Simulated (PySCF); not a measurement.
Telling isomers of C7H8 apart by NMR

Theoretical values (PySCF): shielding tensors at PBE0/pcSseg-1 (GIAO), structure optimised with PBE0-D3(BJ)/def2-SVP, B3LYP/pcJ-1 coupling constants (spin–dipole term left out of most H,H and C,H couplings). One conformer, no solvent, no relativistic terms, fast rotation and ring inversion assumed for equivalent nuclei.

δ = σ(ref) − σ, references computed at the same level: 1H and 13C against TMS. Multiplet labels drop J under 1 Hz and among equivalent protons, and merge close values. Unscaled 3J(H,H) run several per cent high. Shifts are as computed. Against solution values, carbons near 30 ppm lie about +2 ppm off and those near 130 ppm about +5 ppm. Of 1211 compounds with measured shifts, 218 miss one by over three times the rms of a fit or turn the order of signals round; such compounds aren't used in these exercises.

(1) Tabulate the signals of `C1=C[C@H]2C=C[C@@H]1C2`, `Cc1ccccc1` and their relative energies.

(2) What is the quickest way to tell C1=C[C@H]2C=C[C@@H]1C2 from Cc1ccccc1?

Answers

(1) 
```json
{"SMILES": "C1=C[C@H]2C=C[C@@H]1C2", "carbon types": "6×CH 1×CH2", "δC": "154.3, 81.3, 53.8", "δH": "7.09 (m, 4H), 3.36 (m, 2H), 1.97 (t, 2H)", "E rel. (kcal/mol)": "48.9"}
{"SMILES": "Cc1ccccc1", "carbon types": "1×C 5×CH 1×CH3", "δC": "143.0, 134.6, 133.9, 130.9, 23.4", "δH": "7.38 (m, 2H), 7.29 (m, 2H), 7.25 (m, 1H), 2.39 (s, 3H)", "E rel. (kcal/mol)": "0.0"}
```

Energies are electronic energies at PBE0/pcSseg-1 on these geometries, without zero-point or thermal terms, each for the one conformer computed, which needn't be the lowest.

(2) Count the carbon signals: 3 against 5. The first has an sp3 CH2 in a ring at 81.3 ppm, the second a substituted aromatic carbon (C) at 143.0 ppm. Their most deshielded carbons lie at 154.3 and 143.0 ppm.
